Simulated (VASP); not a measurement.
Si2W, 9 atoms in the cell. The structure is hexagonal, space group P6_222 (No. 180). Conventional cell: a = 4.617 Å, b = 4.617 Å, c = 6.653 Å, α = 90.00°, β = 90.00°, γ = 120.00°. W (site symmetry 222) has 10 Si at 2.59 to 2.69 Å as nearest neighbours. Si (site symmetry 2) has 5 Si at 2.57 to 2.69 Å and 5 W at 2.59 to 2.69 Å as nearest neighbours. Measurements of this composition are mostly on another form, of space group No. 139.

```yaml
Program: VASP 6.6.1
Task: single point
Functional: PBEsol
Potentials_or_basis: VASP PAW PBE potentials, release 64 (W_sv, Si)
Cutoff: 520 eV
k_mesh: 7 × 7 × 4
Occupations: fermi-dirac, width 0.05 eV
Spin: no spin polarisation
Ladder: free
Further_INCAR_settings: ALGO = Normal; EDIFF = 1e-07; NBANDS = 43
```

Potentials or basis: VASP PAW PBE potentials, release 64 (W_sv, Si).

Launch:

```bash
$ cat potpaw_PBE.64/W_sv/POTCAR potpaw_PBE.64/Si/POTCAR > POTCAR
$ mpirun -np 4 vasp_std > vasp.out
```

Hardware: 4 MPI ranks on Intel(R) Xeon(R) Platinum 8259CL CPU @ 2.50GHz (Skylake/Cascade Lake), on a shared host.

**Question.** Estimate the wall time of this run.

**Answer.** Wall time 62 s on 4 MPI ranks on Intel(R) Xeon(R) Platinum 8259CL CPU @ 2.50GHz (Skylake/Cascade Lake) (shared host), peak memory 0.29 GiB a rank. Counts: scf iterations 14, k points 24.
